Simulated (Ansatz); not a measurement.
## Al under changes of volume

One of the cells (15.895 Å³/atom); the others are scaled copies at fixed shape and fractional positions:

```xyz
4
Lattice="2.8271 0.0000 0.0000 -1.4135 2.4483 0.0000 0.0000 0.0000 9.1860" Properties=species:S:1:pos:R:3 pbc="T T T"
Al    1.4135    0.8161    6.8895
Al    0.0000    0.0000    4.5930
Al    0.0000    1.6322    2.2965
Al    0.0000    0.0000    0.0000
```

This isn't the form of Al at room conditions, which is fcc.

```yaml
Program: Ansatz 0.2.0
Functional: r2SCAN
Potentials_or_basis: Ansatz PAW
Cutoff: "500 eV (not typed: the program's choice for these potentials)"
k_mesh: 11 × 11 × 3
Occupations: fermi-dirac, width 0.05 eV
Spin: no spin polarisation
```

| volume (Å³/atom) | energy over the lowest point (meV/atom) | pressure (GPa) |
| --- | --- | --- |
| 14.942 | 21.06 | 7.0 |
| 15.260 | 9.63 | 4.6 |
| 15.578 | 2.76 | 2.4 |
| 15.895 | 0.00 | 0.5 |
| 16.213 | 0.91 | -1.3 |
| 16.531 | ? | ? |
| 16.849 | 12.13 | -4.2 |

Question: What does the run at 16.531 Å³/atom give?

Answer: Energy over the lowest point 5.08 meV/atom; pressure -2.8 GPa.

Worked out: A Birch-Murnaghan fit of order 3 (a polynomial in V^(-2/3)) to the other rows has its minimum at 15.97 Å³/atom with B0 = V·E''(V) = 90 GPa and B' = 4.7 at fixed shape and positions, which overstates the stiffness. It gives 5.06 meV/atom at 16.531 Å³/atom, against the run's 5.08, and -dE/dV = -2.9 GPa, against -2.8.

Energies are extrapolated to zero smearing.

Caveats: the PAW data sets come from PBE, with cores solved anew for the run's functional, which leaves a small shift of forces and pressure.
